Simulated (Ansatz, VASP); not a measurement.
## Two plane-wave programs on AlGaN2

```xyz
4
Lattice="3.1839 0.0000 0.0000 0.0000 3.1839 0.0000 0.0000 0.0000 4.3051" Properties=species:S:1:pos:R:3 pbc="T T T"
Al    1.5920    1.5920    2.1525
Ga    0.0000    0.0000    0.0000
N     1.5920    0.0000    3.1783
N     0.0000    1.5920    1.1268
```

Alike in both runs: task single point; functional LDA; k mesh 8 × 8 × 6; occupations gaussian, width 0.05 eV; no spin polarisation.

|  | VASP | Ansatz |
| --- | --- | --- |
| version | VASP 6.6.1 | Ansatz 0.2.0 |
| potentials or method | VASP PAW LDA potentials, release 64 (Al, Ga_d, N) | scalar-relativistic, plane waves, PAW |
| plane-wave cutoff (eV) | 520 | 420 |
| valence electrons in the cell | 26 | 26 |

Ansatz gave:

```
gap on the k mesh at the Fermi level (eV)       : 2.90
least direct gap on the mesh (eV)               : 2.90
pressure (GPa)                                  : -5.2
largest component of the traceless stress (GPa) : 3.18
rms of the force components (eV/Å)              : 0.048
```

Q: What did VASP give for the same quantities?

A: gap on the k mesh at the Fermi level (eV): 2.91; least direct gap on the mesh (eV): 2.91; pressure (GPa): -4.4; largest component of the traceless stress (GPa): 3.15; rms of the force components (eV/Å): 0.037.

Atom by atom the forces differ by 0.011 eV/Å (rms over components).

A k mesh can miss the band edges. Expect the measured gap to be larger: semilocal functionals such as LDA lack the derivative discontinuity.
